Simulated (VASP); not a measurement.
Input of a VASP 6.6.1 run:

INCAR

```
PREC = Accurate ; ENCUT = 800
EDIFF = 1E-5 ; ISMEAR = 0
SIGMA = 0.1 ; LREAL = F
LASPH = T ; NELM = 80
ALGO = Normal ; ISIF = 2
LWAVE = F ; LCHARG = F
LNONCOLLINEAR = T ; MAGMOM = 0 0 0 0 0 0
LORBIT = 11 ; LSORBIT = T
GGA_COMPAT = F ; GGA = PS
IVDW = 12 ; LOPTICS = T
NBANDS = 66 ; NEDOS = 1000
CSHIFT = 0.1 ; NELMDL = 0
```

The input KPOINTS:

```
regular mesh
0
Gamma
  6 6 6
```

Contents of POSCAR:

```
GaP
1.0
    0.0000000000      2.7252500000      2.7252500000
    2.7252500000      0.0000000000      2.7252500000
    2.7252500000      2.7252500000      0.0000000000
Ga P
1 1
Direct
    0.0000000000      0.0000000000      0.0000000000
    0.7500000000      0.7500000000      0.7500000000
```

Potentials or basis: VASP PAW PBE potentials, release 64 (Ga_d, P).

Run with:

```sh
$ cat potpaw_PBE.64/Ga_d/POTCAR potpaw_PBE.64/P/POTCAR > POTCAR
$ mpirun -np 1 vasp_ncl > vasp.out
```

Question: Estimate the dispersion energy per atom.

Answer: -0.281 eV.

Question: What does it give for the pressure?

Answer: -2.6 GPa.

Dielectric function (mean over the directions given):
| energy (eV) | real part | imaginary part |
| --- | --- | --- |
| 0.26 | 14.21 | 0.07 |
| 0.72 | 14.81 | 0.21 |
| 1.24 | 16.71 | 0.64 |
| 1.77 | 16.99 | 6.29 |
| 2.23 | 22.05 | 2.88 |
| 2.75 | 8.53 | 36.71 |
| 3.27 | 12.50 | 4.06 |
| 3.80 | 18.27 | 20.33 |
| 4.25 | 9.92 | 51.34 |
| 4.78 | -14.06 | 11.32 |
| 5.30 | -5.33 | 5.58 |
| 5.76 | -4.25 | 9.59 |
| 6.28 | -2.36 | 7.71 |
| 6.81 | -3.11 | 8.72 |
| 7.33 | -4.73 | 5.70 |
| 7.79 | -6.00 | 3.69 |
| 8.31 | -3.99 | 3.38 |
| 8.84 | -3.67 | 0.95 |
| 9.29 | -2.54 | 1.53 |
| 9.82 | -1.53 | 1.68 |
| 10.34 | -2.42 | 1.24 |
| 10.87 | -1.74 | 1.09 |
| 11.32 | -1.50 | 1.39 |
| 11.85 | -1.55 | 0.53 |
| 12.37 | -1.03 | 0.60 |
| 12.83 | -0.96 | 0.38 |
| 13.35 | -0.61 | 0.52 |
| 13.88 | -0.56 | 0.32 |
| 14.40 | -0.50 | 0.30 |
| 14.86 | -0.34 | 0.47 |
| 15.38 | -0.40 | 0.23 |
| 15.91 | -0.12 | 0.18 |
| 16.36 | 0.00 | 0.18 |
| 16.89 | 0.06 | 0.18 |
| 17.41 | 0.08 | 0.24 |
| 17.94 | 0.18 | 0.17 |
| 18.39 | 0.26 | 0.23 |
| 18.92 | 0.25 | 0.30 |
| 19.44 | 0.23 | 0.24 |
| 19.96 | 0.27 | 0.17 |

Caveat: spectra need much finer meshes, so this one isn't converged; independent-particle spectra lack excitons; the PAW data sets were made with another functional, which shifts forces and pressure a little.
